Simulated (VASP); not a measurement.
SnSe, 2 atoms in the cell. It takes space group Pm-3m (No. 221, cubic). The conventional cell has a = 3.710 Å, b = 3.710 Å, c = 3.710 Å, α = 90.00°, β = 90.00°, γ = 90.00°. Sn (site symmetry m-3m) has 8 Se at 3.21 Å as nearest neighbours. Se (site symmetry m-3m) has 8 Sn at 3.21 Å as nearest neighbours. Measurements of this composition are mostly on another form, of space group No. 62. The cell isn't the ideal one: a relaxed cell with its volume scaled by 1.02.

```yaml
Program: VASP 6.6.1
Task: relaxation of the atoms
Functional: PBE
Potentials_or_basis: VASP PAW PBE potentials, release 64 (Sn_d, Se)
Cutoff: 600 eV
k_mesh: 8 × 8 × 8
Occupations: gaussian, width 0.03 eV
Spin: no spin polarisation
Further_INCAR_settings: ALGO = Normal; EDIFF = 1e-07; IBRION = 2; EDIFFG = -0.01; NSW = 40
```

Potentials or basis: VASP PAW PBE potentials, release 64 (Sn_d, Se).

Run with:

```bash
$ cat potpaw_PBE.64/Sn_d/POTCAR potpaw_PBE.64/Se/POTCAR > POTCAR
$ mpirun -np 1 vasp_std > vasp.out
```

Hardware: 1 thread of Intel(R) Xeon(R) 6975P-C (Granite Rapids), with other jobs on the host.

Task: How long does it take, and how much memory?

Result: It took 11 s on 1 thread of Intel(R) Xeon(R) 6975P-C (Granite Rapids), on a shared host, peak memory 0.18 GiB. Counts: scf iterations 13, k points 35, ion steps 1.
